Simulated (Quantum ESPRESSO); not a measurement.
## Pb under changes of volume

One of the cells (30.323 Å³/atom); the others are scaled copies at fixed shape and fractional positions:

```
CELL_PARAMETERS angstrom
0.00000 2.47502 2.47502
2.47502 0.00000 2.47502
2.47502 2.47502 0.00000
ATOMIC_POSITIONS crystal
Pb 0.00000 0.00000 0.00000
```

| Item | Value |
| --- | --- |
| Program | Quantum ESPRESSO 7.5 |
| Functional | BP86 |
| Potentials or basis | PseudoDojo 0.4.1 SR PBE standard |
| Cutoff | 762 eV |
| Density cutoff | 3048 eV |
| k mesh | 9 × 9 × 9 |
| Occupations | fermi-dirac, width 0.05 eV |
| Spin | no spin polarisation |

```csv
volume (Å³/atom),energy over the lowest point (meV/atom),pressure (GPa)
28.503,63.97,6.4
29.110,42.46,5.0
29.716,25.93,3.7
30.323,?,?
30.929,6.12,1.6
31.535,1.57,0.7
32.142,0.00,0.0
```

Problem. What does the run at 30.323 Å³/atom give?

Solution. Energy over the lowest point 14.01 meV/atom; pressure 2.6 GPa.

Worked out: A Birch-Murnaghan fit of order 3 (a polynomial in V^(-2/3)) to the other rows has its minimum at 32.19 Å³/atom, just outside them, with B0 = V·E''(V) = 36 GPa and B' = 6.4. It gives 14.07 meV/atom at 30.323 Å³/atom, against the run's 14.01, and -dE/dV = 2.6 GPa, against 2.6.

Energies are extrapolated to zero smearing.

Caveats: the potentials were made for another functional, which shifts forces and pressure.
